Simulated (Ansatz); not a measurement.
## Screening in AlN (P6_3mc)

Wanted: ε∞ of AlN (P6_3mc) from perturbation theory, a sum over states and the RPA step of G0W0, with cost.

Calculated with Ansatz 0.2.0; linear response on PBE, plane waves, PAW.

The database entry behind the starting cell differs from later determinations by our own check (inner coordinate u about 0.002 short), so it need not match the best structure at ambient conditions.

## (1) Starting point

It takes space group P6_3mc (No. 186, hexagonal). The conventional cell has a = 3.113 Å, b = 3.113 Å, c = 4.981 Å, α = 90.00°, β = 90.00°, γ = 120.00°. Al has 4 N at 1.89 Å nearest. Nearest to N lie 4 Al at 1.89 Å. Farther neighbours and most contacts between anions are not listed.

Structure file:

```cif
data_structure
_symmetry_space_group_name_H-M 'P6_3mc'
_symmetry_Int_Tables_number 186
_cell_length_a 3.1130
_cell_length_b 3.1130
_cell_length_c 4.9810
_cell_angle_alpha 90.000
_cell_angle_beta 90.000
_cell_angle_gamma 120.000
_cell_volume 41.80
loop_
_atom_site_label
_atom_site_type_symbol
_atom_site_symmetry_multiplicity
_atom_site_Wyckoff_symbol
_atom_site_fract_x
_atom_site_fract_y
_atom_site_fract_z
_atom_site_occupancy
Al1 Al 2 b 0.33333 0.66667 0.00000 1
N1 N 2 b 0.33333 0.66667 0.38000 1
```

The cell and positions come from the Crystallography Open Database and are kept as given unless a step says otherwise. The default PAW set here is soft_1. Its files were made with PBE.

## (2) Response to a homogeneous field

The response to a uniform field gives ε∞, a yardstick for the screening that GW builds on its mesh.

This step: dielectric response by perturbation theory, PBE, plane waves, PAW.

File input.yaml:

```yaml
crystal:
  lattice:
    - [3.113, 0.0, 0.0]
    - [-1.5565, 2.695937082, 0.0]
    - [0.0, 0.0, 4.981]
  atoms:
    - { symbol: Al, position: [0.3333333333, 0.6666666667, 0.0] }
    - { symbol: Al, position: [0.6666666667, 0.3333333333, 0.5] }
    - { symbol: "N", position: [0.3333333333, 0.6666666667, 0.38] }
    - { symbol: "N", position: [0.6666666667, 0.3333333333, 0.88] }
kpoints:
  mp_grid: { grid: [9, 9, 4] }
hamiltonian:
  xc: pbe
  pseudopotentials: { kind: paw, azcp: { folder: "./paw" } }
scf:
  occupations: { method: fixed }
dielectric: {}
```

Command:

```
> ansatz run input.yaml --threads 3 --pin off --max-ram 92160MiB --backend cuda --events-out ev --progress --plain --runs-dir out --devices 1 --max-vram 13GiB
```

Numbers of over 12 decimals in the logs are rounded to 6 here.

The log of the run:

```text
GPUs: using 1 of 1 available (devices: 1).
Engine: ansatz 0.2.0, x86_64-unknown-linux-gnu
Pseudopotentials: kind: paw
Pseudopotential: Al, paw, valence charge 3, recommended cutoff 420 eV (normal), <dir>
Pseudopotential: N, paw, valence charge 5, recommended cutoff 420 eV (normal), <dir>
Functional definition: PBE
  parameter kappa = 0.804
  parameter beta = 0.066725
  exchange = pbe_x(kappa = kappa, mu = beta*pi^2/3)
  correlation = pbe_c(beta = beta)
device memory: the entry about to start is reckoned to put 1.4 GiB on a device that reports 68.4 GiB free (of which the cap on the GPU budget leaves the run 13.0 GiB)
GPU FFT provider: cuFFT
GPU libraries: cuBLAS 13.8.2, cuFFT 12.4.0, cuSOLVER 12.3.4
Crystal: 4 atoms, lattice volume = 41.803 Å³
Basis set: ecut = 420 eV, 809 PW (Γ), exchange–correlation on 48×48×72 points (8 copies of the dense FFT grid, shifted against one another)
Bands: 12, of which v1, the nominal top of the filled ones, is band 8 counted from 1 (7 counted from 0)
Symmetry: 12 space group operations
k-points: 95 of 324 (irreducible under 2 space group operations, time reversal used)
Non-local potential: Al, projectors of the file, l = 0: 2, l = 1: 2, l = 2: 1
Non-local potential: N, projectors of the file, l = 0: 2, l = 1: 2, l = 2: 1
PAW form: soft (Blöchl's): semilocal exchange-correlation on the pseudo side does not see the compensation charge
PAW one-centre angular grid: Al, 110 points (default); XC on 64 Gauss nodes
PAW one-centre angular grid: N, 110 points (default); XC on 64 Gauss nodes
Initial density: superposition of atomic densities (chi_scale 0.1, normalization cell, long waves kept (reshape's long-wave potential 0.00 eV rms))
Initial wavefunctions: pseudopotential atomic-orbital guess
GPU buffer pool allocated for 20736 grid points (all kernels)
GPU transforms: local potential and band sums: pruned to the plane-wave sphere, on 24×24×36
Functional: x = pbe(κ = 0.804, μ = 0.219515), c = pbe(β = 0.066725)
SCF iter   1: F=—  HF=-1851.407906 eV  |F-HF|=—  |Δ(HF+E_count)|=         —  Δρ=1.39e-1  dr2=9.84e0  ethr=3.10e-3  ⟨swp⟩=4.8  Hψ=6127  notcnv=0  defer=35
preconditioner: auto → none  [insulator: Δε(μ)=5.473 eV  Ē_g=14.252 eV  n_scr=2 (ndim 8)  ℏωp=23.0 eV  f_vac=0.000  ε∞_Penn≈3.6]
SCF iter   2: F=—  HF=-1848.930605 eV  |F-HF|=—  |Δ(HF+E_count)|=    2.48e0  Δρ=7.66e-2  dr2=1.45e0  ethr=3.10e-3  ⟨swp⟩=3.0  Hψ=3397  notcnv=0  defer=181
SCF iter   3: F=—  HF=-1848.522069 eV  |F-HF|=—  |Δ(HF+E_count)|=   4.09e-1  Δρ=2.33e-2  dr2=1.15e-1  ethr=3.10e-3  ⟨swp⟩=2.2  Hψ=2738  notcnv=0  defer=175
SCF iter   4: F=—  HF=-1848.509730 eV  |F-HF|=—  |Δ(HF+E_count)|=   1.23e-2  Δρ=1.37e-3  dr2=3.91e-4  ethr=7.19e-4  ⟨swp⟩=2.0  Hψ=1330  notcnv=0  defer=190
SCF iter   5: F=—  HF=-1848.509580 eV  |F-HF|=—  |Δ(HF+E_count)|=   1.50e-4  Δρ=3.69e-4  dr2=1.41e-5  ethr=2.44e-6  ⟨swp⟩=2.1  Hψ=1832  notcnv=0  defer=190
SCF iter   6: F=—  HF=-1848.509582 eV  |F-HF|=—  |Δ(HF+E_count)|=   2.07e-6  Δρ=2.98e-5  dr2=2.35e-7  ethr=8.84e-8  ⟨swp⟩=2.0  Hψ=1896  notcnv=0  defer=1
SCF iter   7: F=—  HF=-1848.509595 eV  |F-HF|=—  |Δ(HF+E_count)|=   1.30e-5  Δρ=2.48e-6  dr2=1.30e-9  ethr=1.47e-9  ⟨swp⟩=2.6  Hψ=2027  notcnv=0
SCF iter   8: F=-1848.509595 eV  HF=-1848.509595 eV  |F-HF|=5.23e-11  |Δ(HF+E_count)|=   2.34e-9  Δρ=4.77e-7  dr2=7.63e-11  ethr=1.00e-12  ⟨swp⟩=4.3  Hψ=5219  notcnv=0
SCF 1 converged in 8 iterations: F = -1848.509595 eV  dr2 = 7.63e-11
  greatest PAW one-centre occupation: 0.789 electrons in one spin orbital (limit 2), on the N atom at site 3 (counted from 0), in its partial waves of l = 0
the response reads at least the filled bands of the reference SCF and the lowest empty band at each k-point, and that SCF's band table does not vouch for those bands. The notice of the band table in this run's record says why
device memory: the entry about to start is reckoned to put 0.3 GiB on a device that reports 67.4 GiB free (of which the cap on the GPU budget leaves the run 13.0 GiB)
NSCF: frozen V_eff on 1 k-points
device memory: the entry about to start is reckoned to put 0.3 GiB on a device that reports 67.1 GiB free (of which the cap on the GPU budget leaves the run 13.0 GiB)
NSCF: frozen V_eff on 1 k-points
device memory: the entry about to start is reckoned to put 0.3 GiB on a device that reports 66.8 GiB free (of which the cap on the GPU budget leaves the run 13.0 GiB)
NSCF: frozen V_eff on 1 k-points
device memory: the entry about to start is reckoned to put 0.3 GiB on a device that reports 67.1 GiB free (of which the cap on the GPU budget leaves the run 13.0 GiB)
NSCF: frozen V_eff on 1 k-points
device memory: the entry about to start is reckoned to put 0.1 GiB on a device that reports 67.0 GiB free (of which the cap on the GPU budget leaves the run 13.0 GiB)
device memory: the entry about to start is reckoned to put 0.8 GiB on a device that reports 66.9 GiB free (of which the cap on the GPU budget leaves the run 13.0 GiB)
DFPT response loops at Γ: preconditioner auto → none (the input reference at scf.mixing.eps_inf says where Resta's filter doesn't serve); β = 0.50; Broyden in place of MSR1
── the response to a field inside a basis, on 10×10×4 k-points: an SCF that follows is theirs, and a resumed run solves both again ──
device memory: the entry about to start is reckoned to put 0.2 GiB on a device that reports 60.2 GiB free (of which the cap on the GPU budget leaves the run 13.0 GiB)
GPU FFT provider: cuFFT
GPU libraries: cuBLAS 13.8.2, cuFFT 12.4.0, cuSOLVER 12.3.4
Bands: 9, of which v1, the nominal top of the filled ones, is band 8 counted from 1 (7 counted from 0)
k-points: 60 of 400 (irreducible under 4 space group operations, time reversal used)
Initial density: handed on by an earlier stage of this run
Initial wavefunctions: pseudopotential atomic-orbital guess (no wavefunctions were taken with the density)
GPU buffer pool allocated for 20736 grid points (all kernels)
GPU transforms: band sums: pruned to the plane-wave sphere, on 24×24×36
Eigensolver: Dense (60 Hₖ)
SCF iter   1: F=—  HF=-1848.509846 eV  |F-HF|=—  |Δ(HF+E_count)|=         —  Δρ=2.29e-4  dr2=3.18e-6  ethr=1.00e-1
preconditioner: auto → none  [insulator: Δε(μ)=4.827 eV  Ē_g=11.172 eV  n_scr=2 (ndim 8)  ℏωp=23.0 eV  f_vac=0.000  ε∞_Penn≈5.2]
SCF iter   2: F=—  HF=-1848.509851 eV  |F-HF|=—  |Δ(HF+E_count)|=   4.78e-6  Δρ=1.10e-4  dr2=9.16e-7  ethr=1.99e-8
SCF iter   3: F=—  HF=-1848.509853 eV  |F-HF|=—  |Δ(HF+E_count)|=   1.66e-6  Δρ=4.23e-5  dr2=1.94e-7  ethr=5.72e-9
SCF iter   4: F=-1848.509853 eV  HF=-1848.509853 eV  |F-HF|=1.68e-9  |Δ(HF+E_count)|=   1.86e-7  Δρ=3.27e-6  dr2=1.19e-9  ethr=1.21e-9
SCF 1 converged in 4 iterations: F = -1848.509853 eV  dr2 = 1.19e-9
device memory: the entry about to start is reckoned to put 0.1 GiB on a device that reports 60.2 GiB free (of which the cap on the GPU budget leaves the run 13.0 GiB)
device memory: the entry about to start is reckoned to put 1.2 GiB on a device that reports 59.2 GiB free (of which the cap on the GPU budget leaves the run 12.9 GiB)
DFPT response loops at Γ: mixed as the last ones told, above
SCF converged after 8 iterations
Free energy (F): -1848.509595 eV
Harris-Foulkes:  -1848.509595 eV  (|F-HF|=5.23e-11)
Internal energy: -1848.509595 eV  (E = F + TS)
E sigma→0 (E₀):  -1848.509595 eV
Fermi energy:    7.111900 eV
--- Per-component energies (eV) ---
  E_band       = 30.278947
  E_kinetic    = 313.400706
  E_local      = -420.936926  (includes V_loc(G=0)·N_el)
  E_nonlocal   = 89.113276
  E_hartree    = 155.473874
  E_xc         = -198.150373
  E_vxc        = -214.038521  (∫ρ·V_xc dr)
  E_paw        = -1195.748665  (= ΣΔE_a)
  E_vpaw       = -48.209004  (= ΣTr[D̂ρ^β])
  E_aug_tail   = 0.001782  (compensation charges beyond the density's cutoff)
  E_ewald      = -591.663270
  E_smearing   = -0.000000  (= −TS)
  E_closure    = 0.000000  (closes the sum)
  Σ components = -1848.509595   (vs F -1848.509595, Δ=0.00e0)
--- Band table (eV; the first three rows and the last of 95) ---
  k-point 0: bands = [... 4 lower, 6.2838, 6.9322, 6.9322, 7.1119, 11.3254, 13.7810, 17.7267, 18.2820]
  k-point 1: bands = [... 4 lower, 6.3741, 6.3741, 6.8324, 6.8324, 12.2810, 13.8984, 17.3972, 18.2492]
  k-point 2: bands = [... 4 lower, 6.5984, 6.5984, 6.5984, 6.5984, 13.5795, 13.5795, 17.4642, 17.4642]
  k-point 94: bands = [... 4 lower, 4.5963, 4.5963, 6.0525, 6.0525, 13.7015, 13.7015, 16.4706, 16.4706]
--- Dielectric response (ions clamped): 3 representative field directions + reference, inside a basis on a mesh of 400 k-points (Σ response iterations 15) ---
  ε∞ (high-frequency dielectric tensor):
        4.446793    -0.000000     0.000000
       -0.000000     4.446793     0.000000
        0.000000     0.000000     4.645065
  Born effective charges Z* (e; rows j = field, columns β = displacement):
    site 0:
         2.52643   -0.00000    0.00000
        -0.00000    2.52643    0.00000
         0.00000    0.00000    2.68106
    site 1:
         2.52643   -0.00000    0.00000
        -0.00000    2.52643   -0.00000
         0.00000   -0.00000    2.68106
    site 2:
        -2.52643    0.00000   -0.00000
         0.00000   -2.52643   -0.00000
        -0.00000   -0.00000   -2.68106
    site 3:
        -2.52643    0.00000   -0.00000
         0.00000   -2.52643   -0.00000
        -0.00000   -0.00000   -2.68106
  Z* charge neutrality: 4.838e-4 e pre-enforcement
  solved inside a basis spanned on kpoints, on 10×10×4 k-points, its susceptibility summed on 12×12×6: ε∞ is read to err by 1.3e-2, Z* by 1.1e-2 e (field_mesh: kpoints solves on kpoints); Z* is corrected for what the basis lacks
```

Run time: 38 s. Hardware: 1 × NVIDIA H100 80GB HBM3 (shared by 6 runs) with 3 threads of AMD EPYC 7R13 (Zen 3), shared host; peak memory 1.2 GiB.

The column dr2 measures how far the density is from self-consistency, as an energy; F and HF (Harris–Foulkes) agree once it is small.

This step gave:

```
stated error of ε∞ : 0.013
```

One over ε∞ averages 0.22, near the quarter of exact exchange in PBE0.

High-frequency dielectric tensor:

```
4.45 0.00 0.00
0.00 4.45 0.00
0.00 0.00 4.65
```

Born effective charge (e), principal values of the symmetric part by kind of site:

```csv
atom,atoms with these values,low,middle,high,mean
Al1,2,2.53,2.53,2.68,2.58
N3,2,-2.68,-2.53,-2.53,-2.58
```

In full for N3:

```
-2.53  0.00  0.00
 0.00 -2.53  0.00
 0.00  0.00 -2.68
```

## (3) Independent-particle spectrum

The independent-particle spectrum shows where the oscillator strength lies, before excitons and local fields.

This step: independent-particle optics on PBE, plane waves, PAW.

input.yaml, as its differences from that of step 2:

```diff
@@ -11,3 +11,3 @@
 kpoints:
-  mp_grid: { grid: [9, 9, 4] }
+  mp_grid: { grid: [12, 12, 6] }
 hamiltonian:
@@ -17,2 +17,4 @@
   occupations: { method: fixed }
-dielectric: {}
+  n_extra_bands: 28
+output:
+  optics: { e_range: [0, 25], de: 0.1, sigma: 0.2 }
```

The log of the run:

```text
[...]
GPUs: using 1 of 1 available (devices: 1).
[...]
GPU FFT provider: cuFFT
GPU libraries: cuBLAS 13.8.2, cuFFT 12.4.0, cuSOLVER 12.3.4
Crystal: 4 atoms, lattice volume = 41.803 Å³
Basis set: ecut = 420 eV, 809 PW (Γ)
Bands: 36, of which v1, the nominal top of the filled ones, is band 8 counted from 1 (7 counted from 0)
[... 1 set-up line as in the run before ...]
[...]
k-points: 76 of 864 (time reversal used)
[...]
GPU buffer pool allocated for 20736 grid points (all kernels)
[...]
SCF iter   1: F=—  HF=-1851.407621 eV  |F-HF|=—  |Δ(HF+E_count)|=         —  Δρ=1.39e-1  dr2=9.84e0  ethr=3.10e-3  ⟨swp⟩=4.3  Hψ=9873  notcnv=0  defer=1582
[...]
SCF iter   9: F=-1848.509524 eV  HF=-1848.509524 eV  |F-HF|=4.55e-13  |Δ(HF+E_count)|=  1.36e-12  Δρ=3.82e-8  dr2=3.58e-13  ethr=1.00e-12  ⟨swp⟩=9.8  Hψ=19332  notcnv=0
SCF 1 converged in 9 iterations: F = -1848.509524 eV  dr2 = 3.58e-13
[...]
Optics k sum: 0 of 76 k-points
Optics k sum: 4 of 76 k-points
[...]
Optics k sum: 76 of 76 k-points
[...]
SCF converged after 9 iterations
Free energy (F): -1848.509524 eV
[...]
Internal energy: -1848.509524 eV  (E = F + TS)
E sigma→0 (E₀):  -1848.509524 eV
Fermi energy:    7.111757 eV
[...]
--- Band table (eV; the first three rows and the last of 76) ---
  k-point 0: bands = [... 4 lower, 6.2838, 6.9322, 6.9322, 7.1118, 11.3254, 13.7809, 17.7267, 18.2820, ... 24 higher]
  k-point 1: bands = [... 4 lower, 6.3251, 6.5133, 6.8863, 6.8863, 11.8171, 13.8474, 17.5536, 18.2490, ... 24 higher]
  k-point 2: bands = [... 4 lower, 6.4388, 6.4388, 6.7628, 6.7628, 12.7684, 13.9056, 17.2818, 18.2961, ... 24 higher]
  k-point 75: bands = [... 4 lower, 3.2955, 3.2955, 6.3351, 6.3351, 14.5441, 14.5441, 14.9797, 14.9797, ... 24 higher]
```

It took 23 s on 1 × NVIDIA H100 80GB HBM3 (shared by 6 runs) with 3 threads; peak memory 1.2 GiB.

Numbers from this step:

| Quantity | Value |
| --- | --- |
| ε∞ without local fields (xx, yy, zz) | 4.591, 4.591, 4.774 |
| electrons in the f-sum (xx, yy, zz) | 12.87, 12.87, 12.82 |
| bands in the explicit sum (the static value is completed to all bands) | 36 |

The sum gives ε∞ = 4.59 and 4.77 without local fields.

The ε₂ has structure finer than the step of the table below, so its rows give means over 1 eV, whole bins alone (the curve runs from 0 to 25 eV). Peaks (eV: height): xx=yy 7.9: 9.48, 10.8: 6.82, 11.8: 5.77; zz 6.8: 9.87, 9.8: 7.11, 11.8: 7.18.

Independent particles, no local fields, Gaussian width 0.2 eV. Table of ε₂ by photon energy; means over each step:

```csv
photon energy (eV),xx=yy,zz
3,0,0
4,0.0461,0.121
5,0.766,0.879
6,2.32,3.91
7,6.68,9.34
8,8.50,5.70
9,5.45,4.39
10,4.44,6.15
11,5.48,4.57
12,5.49,5.92
13,4.57,4.10
14,2.95,2.50
15,1.80,1.94
16,1.20,1.20
17,0.888,0.883
18,0.480,0.465
19,0.410,0.421
20,0.324,0.391
21,0.294,0.365
22,0.242,0.323
23,0.258,0.284
24,0.278,0.257
```

Independent particles, no local fields, Gaussian width 0.2 eV. The loss function by photon energy; read off at these points:

```csv
photon energy (eV),xx=yy,zz
3.0,0,0
4.0,2.1e-5,4.0e-4
5.0,0.0173,0.0165
6.0,0.0247,0.0229
7.0,0.0585,0.0865
8.0,0.0985,0.198
9.0,0.168,0.146
10.0,0.177,0.153
11.0,0.170,0.245
12.0,0.183,0.155
13.0,0.183,0.191
14.0,0.237,0.285
15.0,0.258,0.286
16.0,0.367,0.368
17.0,0.465,0.498
18.0,0.650,0.654
19.0,1.27,1.55
20.0,2.30,2.23
21.0,3.26,2.70
21.5,3.83,2.93
22.0,3.16,2.84
23.0,1.76,2.47
24.0,1.43,1.61
25.0,1.30,1.30
```

## (4) RPA screening from the G0W0 run

G0W0 replaces the xc potential by the self-energy, built once from these orbitals. Only a window of levels is corrected, while the sums run over the empty bands that the input names.

This step: G0W0 on PBE, plane waves, PAW.

input.yaml, the sections that differ from step 3:

```yaml
kpoints:
  mp_grid: { grid: [6, 6, 4] }
scf:
  occupations: { method: fixed }
gw:
  n_empty_bands: 268
  ecut_chi: 200.0
  qp_bands: [v2, c2]
  qp_kpoints: band_edges
  screening: { model: contour_deformation }
# crystal, hamiltonian: as in step 3
# output: removed
```

The log of the run:

```text
GPUs: using 1 of 1 available (devices: 1).
[...]
GPU FFT provider: cuFFT
GPU libraries: cuBLAS 13.8.2, cuFFT 12.4.0, cuSOLVER 12.3.4
Crystal: 4 atoms, lattice volume = 41.803 Å³
Basis set: ecut = 420 eV, 809 PW (Γ)
Bands: 12, of which v1, the nominal top of the filled ones, is band 8 counted from 1 (7 counted from 0)
[... 1 set-up line as in the run before ...]
[...]
k-points: 21 of 144 (time reversal used)
[...]
1    10     13.8987    -8.2310    -4.5469   -13.5497  0.8182    14.6752    14.6705  root
[...]
20     7      6.3358   -21.7364     3.1127   -17.4712  0.7773     5.1698     5.1833  root
    20     8      6.3358   -21.7364     3.1127   -17.4712  0.7773     5.1698     5.1833  root
    20     9     14.5445    -6.8458    -4.6958   -12.2056  0.8046    15.2128    15.2085  root
    20    10     14.5445    -6.8458    -4.6958   -12.2056  0.8046    15.2128    15.2085  root
[key lines of the parts left out:]
SCF converged after 7 iterations
Free energy (F): -1848.508205 eV
Fermi energy:    7.112566 eV
```

It took 18 s on 1 × NVIDIA H100 80GB HBM3 (shared by 6 runs) with 3 threads; peak memory 1.4 GiB; 15 s of CPU time.

Numbers from this step:

```
bands summed                                 : 276
RPA ε∞ on this mesh (eigenvalues)            : 4.212, 4.212, 4.363
plane waves in the screening matrix          : 287
G0W0 gap on the mesh                         : 5.915 eV
k of the valence top                         : 0, 0, 0
k of the conduction bottom                   : 0, 0, 0
starting gap on the mesh                     : 4.213 eV
least direct G0W0 gap on the computed points : 5.915 eV
```

The gap on the mesh goes from 4.21 eV to 5.91 eV, a correction of +1.70 eV. Between the two edge states, bare exchange in place of the xc potential would open the gap by 8.62 eV, and correlation takes back 6.92 eV.

Mean over the mesh in bins of 0.25 1/Å. The static inverse dielectric function, diagonal by length of q+G:

length of q+G (Å⁻¹), static inverse dielectric function, diagonal and a bar from the least value:
```
     0.32      0.250 
     0.46      0.275 #
     1.02      0.383 #####
     1.24      0.436 ########
     1.48      0.488 ##########
     2.00      0.603 ##############
     2.26      0.656 ################
     2.51      0.705 ##################
     3.01      0.785 ######################
     3.25      0.814 #######################
     3.51      0.841 ########################
     4.00      0.882 ##########################
     4.24      0.898 ##########################
     4.50      0.914 ###########################
     5.01      0.939 ############################
     5.25      0.949 ############################
     5.50      0.957 #############################
     6.00      0.970 #############################
     6.25      0.975 #############################
     6.50      0.980 ##############################
     7.00      0.987 ##############################
     7.18      0.989 ##############################
```

## (5) The values together

Times are wall times on 1 × NVIDIA H100 80GB HBM3 (shared by 6 runs) with 3 threads of AMD EPYC 7R13 (Zen 3), shared host, good to a factor of about two.

```csv
method,mesh,"ε∞, low",middle,high,mean,time
perturbation theory (local fields and xc kernel),9×9×4 (response on 400 points),4.45,4.45,4.65,4.51,38 s
sum over states (no local fields),12×12×6,4.59,4.59,4.77,4.65,23 s
"RPA with local fields, on the GW mesh",6×6×4,4.21,4.21,4.36,4.26,18 s
```

## (6) Results

* perturbation theory (local fields and xc kernel): 4.45, 4.45, 4.65
* sum over states (no local fields): 4.59, 4.59, 4.77
* RPA with local fields, on the GW mesh: 4.21, 4.21, 4.36

In words: Mean Born effective charge: Al1 2.58, N3 -2.58 e. Distinct peaks of the ε₂ (xx=yy) stand at 7.9, 10.8 and 11.8 eV; the one at 7.9 eV is strongest. The loss function (xx=yy) has its highest peak at 21.5 eV. The sum without local fields gives 4.65 in the mean against 4.51 by perturbation theory; local fields lower ε∞ and the xc kernel gives part of it back, though the sum also carries the error of its own mesh. The RPA values on the 6×6×4 mesh average 0.94 times those of perturbation theory (means 4.26 and 4.51). Without the xc kernel RPA should lie a little lower, as the mean does. PBE usually puts the gap too low, which tends to raise ε∞. Ions are clamped, so the lattice part of the static constant is not in these numbers.

[Paths, hosts, dates, memory and timing lines, banners, echoed tables and standing remarks are left out of the program output.]

[Logs are printed without paths, hosts, clocks, repeated set-up lines and the standing remarks that a program may print on its own settings, such as how far it seeks lower states.]

[Runs of the session that timed out or met a known fault of the program may be left out.]

[Cells called generated may have been cut or substituted from an entry of the Crystallography Open Database or the Materials Project.]

[Hosts, paths, dates, database ids (printed as entryN), source tags and the programs' standing remarks are cut or masked in the printed files.]
